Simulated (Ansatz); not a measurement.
A plane-wave DFT run in Ansatz 0.2.0 (scalar-relativistic PAW potentials unless the input names others): input and command.

```yaml
crystal:
  lattice:
    - [0.0, -4.1672321195, 0.0]
    - [0.0, 0.0, -4.3883961024]
    - [13.4836155581, 0.0, 0.0]
  atoms:
    - { symbol: Sn, position: [0.75, 0.9039441748, 0.5260401286] }
    - { symbol: Sn, position: [0.25, 0.0960558252, 0.3256317029] }
    - { symbol: Sn, position: [0.25, 0.4039441748, 0.7514676187] }
    - { symbol: Sn, position: [0.75, 0.5960558252, 0.1002042129] }
    - { symbol: Se, position: [0.75, 0.5230073193, 0.3040418633] }
    - { symbol: Se, position: [0.25, 0.4769926807, 0.5476299683] }
    - { symbol: Se, position: [0.25, 0.0230073193, 0.1217940525] }
    - { symbol: Se, position: [0.75, 0.9769926807, 0.729877779] }
basis:
  ecutwfc: 420
kpoints:
  mp_grid: { grid: [8, 8, 3] }
hamiltonian:
  xc: pbe
  dispersion: d3bj
scf:
  occupations: { method: gaussian, width: 0.05 }
  convergence: { dr2_threshold: 1.0e-08 }
output:
  forces: true
  eigenvalues: true
  stress: true
```

```bash
ansatz run input.yaml --threads 2 --pin off --max-ram 5120MiB --backend cpu --events-out ev --progress --plain --runs-dir out
```

Abridged log:
```
Warning: output.stress: scf.convergence.dr2_threshold = 1e-8 eV is looser than the 8e-10 eV advised for a printed stress (1e-10 eV for each atom of the cell: 8). ...
Pseudopotentials: kind: paw
Pseudopotential: Sn, paw, valence charge 14, recommended cutoff 420 eV (normal)
Pseudopotential: Se, paw, valence charge 16, recommended cutoff 420 eV (normal)
Functional definition: PBE
Crystal: 8 atoms, lattice volume = 246.581 Å³
Basis set: ecut = 420 eV, 4807 PW (Γ), exchange–correlation on 60×60×192 points (8 copies of the dense FFT grid, shifted against one another)
Bands: 72, of which v1, the nominal top of the filled ones, is band 60 counted from 1 (59 counted from 0)
Symmetry: 4 space group operations
Space group: P21/m (ITA 11), of the structure as read, at distance tolerance 6.3e-5 Å
k-points: 65 of 192
Initial density: superposition of atomic densities (neutral atoms: chi_scale 0, normalization atom), corrected by the library's trained network
Initial wavefunctions: pseudopotential atomic-orbital guess
Functional: x = pbe(κ = 0.804, μ = 0.21951497), c = pbe(β = 0.06672455)
SCF iter   1: F=—  HF=-45979.010031 eV  |F-HF|=—  |Δ(HF+E_count)|=         —  Δρ=1.52e-3  dr2=1.18e-2  ethr=1.77e-3  ⟨swp⟩=6.8  Hψ=17758  notcnv=0  defer=27
SCF iter   2: F=—  HF=-45979.006591 eV  |F-HF|=—  |Δ(HF+E_count)|=   3.44e-3  Δρ=7.79e-4  dr2=4.54e-3  ethr=9.83e-6  ⟨swp⟩=2.2  Hψ=7883  notcnv=0  defer=176
SCF iter   3: F=—  HF=-45979.006450 eV  |F-HF|=—  |Δ(HF+E_count)|=   1.41e-4  Δρ=4.65e-4  dr2=1.53e-3  ethr=3.78e-6  ⟨swp⟩=2.0  Hψ=4919  notcnv=0  defer=34
automatic band count: iteration 3 solves 69 bands in place of 72: the levels show a gap, and the empty bands left out lie too high to hold charge; the band table lists the bands solved (type scf.n_extra_bands for more)
SCF iter   4: F=—  HF=-45979.006521 eV  |F-HF|=—  |Δ(HF+E_count)|=   7.08e-5  Δρ=1.70e-4  dr2=1.25e-4  ethr=1.28e-6  ⟨swp⟩=2.0  Hψ=5014  notcnv=0  defer=34
SCF iter   5: F=—  HF=-45979.006558 eV  |F-HF|=—  |Δ(HF+E_count)|=   3.69e-5  Δρ=7.18e-5  dr2=2.03e-5  ethr=1.04e-7  ⟨swp⟩=2.0  Hψ=5276  notcnv=0  defer=34
SCF iter   6: F=—  HF=-45979.006605 eV  |F-HF|=—  |Δ(HF+E_count)|=   4.72e-5  Δρ=1.92e-5  dr2=1.61e-6  ethr=1.69e-8  ⟨swp⟩=2.1  Hψ=7545  notcnv=0  defer=34
SCF iter   7: F=—  HF=-45979.006634 eV  |F-HF|=—  |Δ(HF+E_count)|=   2.88e-5  Δρ=8.70e-6  dr2=3.65e-7  ethr=1.34e-9  ⟨swp⟩=2.0  Hψ=8220  notcnv=0  defer=42
SCF iter   8: F=—  HF=-45979.006634 eV  |F-HF|=—  |Δ(HF+E_count)|=   5.06e-7  Δρ=2.64e-6  dr2=2.46e-8  ethr=3.04e-10  ⟨swp⟩=2.0  Hψ=8203  notcnv=0  defer=42
SCF iter   9: F=-45979.006634 eV  HF=-45979.006634 eV  |F-HF|=1.75e-9  |Δ(HF+E_count)|=   7.31e-8  Δρ=8.31e-7  dr2=2.77e-9  ethr=8.33e-12  ⟨swp⟩=9.4  Hψ=20186  notcnv=0
WARN: dispersion: an atom stands within reach of a switch of its C6 between two reference coordination numbers of its element: through that C6 alone, e_disp changes by 0.025 eV or more while the distances to its neighbours run over a stretch of 0.05 Å that contains this geometry (sites counted from 0 in the run's list of atoms or, in a supercell that it derives, in that cell's: here a list of 8) — site 2 (Sn): coordination number 3.613 (about 3.37 to 3.86 with every neighbour 0.05 Å farther or nearer), switch near 3.419 between the references 3.912 (weight 0.82) and 2.926 (weight 0.18), e_disp ...
SCF 1 converged in 9 iterations: F = -45979.006634 eV  dr2 = 2.77e-9
SCF converged after 9 iterations
Free energy (F): -45979.006634 eV
Harris-Foulkes:  -45979.006634 eV  (|F-HF|=1.75e-9)
Internal energy: -45979.006634 eV  (E = F + TS)
E sigma→0 (E₀):  -45979.006634 eV
Fermi energy:    7.508395 eV
  E_disp       = -2.588367  (pairwise vdW)
--- Forces (eV/Å), atoms counted from 1 ---
  atom   1  Sn     0.03314454     0.00000000    -0.02684703
  atom   2  Sn    -0.03314454     0.00000000     0.02684703
  atom   3  Sn    -0.01842107     0.00000000    -0.04800956
  atom   4  Sn     0.01842107     0.00000000     0.04800956
  atom   5  Se    -0.08437791     0.00000000    -0.01379056
  atom   6  Se     0.08437791     0.00000000     0.01379056
  atom   7  Se    -0.03111857     0.00000000    -0.04334860
  atom   8  Se     0.03111857     0.00000000     0.04334860
--- Stress (GPa, compression-positive) ---
       -1.021569       0.000000      -0.081056
        0.000000       0.825585       0.000000
       -0.081056       0.000000       0.800473
  P = ⅓ Tr σ = 0.2015 GPa (2.015 kbar)
```

Apart from outputs and empty bands, the input differs from a reference run on usual settings in scf.convergence.dr2_threshold: not typed → 1e-08. The reference, at the same geometry (not necessarily relaxed), gave pressure 0.20 GPa, largest force 0.085 eV/Å, gap on the mesh 0.54 eV. This run converged in 9 SCF iterations (reference: 8) with an energy at zero smearing within 0.01 meV/atom of the reference's, pressure 0.20 GPa, largest force 0.085 eV/Å, gap on the mesh 0.54 eV.

It took 60 s on 2 threads of Intel(R) Xeon(R) Processor @ 2.50GHz (Skylake/Cascade Lake), on a shared host, peak memory 1.1 GiB.